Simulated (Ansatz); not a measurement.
Mg₂Si, DFT, PBEsol, all-electron PAW with datasets made for the crystal, scalar-relativistic (Ansatz 0.2.0), run on 1 thread of Arm Neoverse V1 on a shared host.

The cell is COD entry 9009039, as deposited and not checked against the literature; nothing was relaxed. It differs from other determinations. The listed cell was then made from it by scaling, straining or moving an atom.

Command: `ansatz run input.yaml --threads 1 --pin off --max-ram 6144MiB --backend cpu --events-out ev --progress --plain --runs-dir out`

```yaml
crystal:
  lattice:
    - [0.03195, 3.210975, 3.210975]
    - [3.210975, 0.03195, 3.210975]
    - [3.210975, 3.210975, 0.03195]
  atoms:
    - { symbol: Mg, position: [0.25, 0.25, 0.25] }
    - { symbol: Mg, position: [0.75, 0.75, 0.75] }
    - { symbol: Si, position: [0.0, 0.0, 0.0] }
kpoints:
  mp_grid: { grid: [9, 9, 9] }
scf:
  occupations: { method: fermi_dirac, width: 0.05 }
hamiltonian:
  xc: pbesol
  pseudopotentials: { kind: all_electron, datasets: crystal }
output:
  forces: true
  stress: true
  eigenvalues: true
  efg: { contact_densities: true }
```

(1) How large is the problem that the program sets up?

(2) About how long does it take, and how much memory does it use?

(3) And the same cell and mesh by PAW with the default files, asked for forces, stress, eigenvalues, efg, on the same hardware?

## Answers

(1) 85 irreducible k-points, 259 plane waves at Γ, 9 bands.

(2) 5.8 s of wall time for 7 SCF iterations, with a peak of 0.37 GiB. Times on shared machines scatter by tens of per cent.

(3) 5.6 s, peak memory 0.37 GiB.
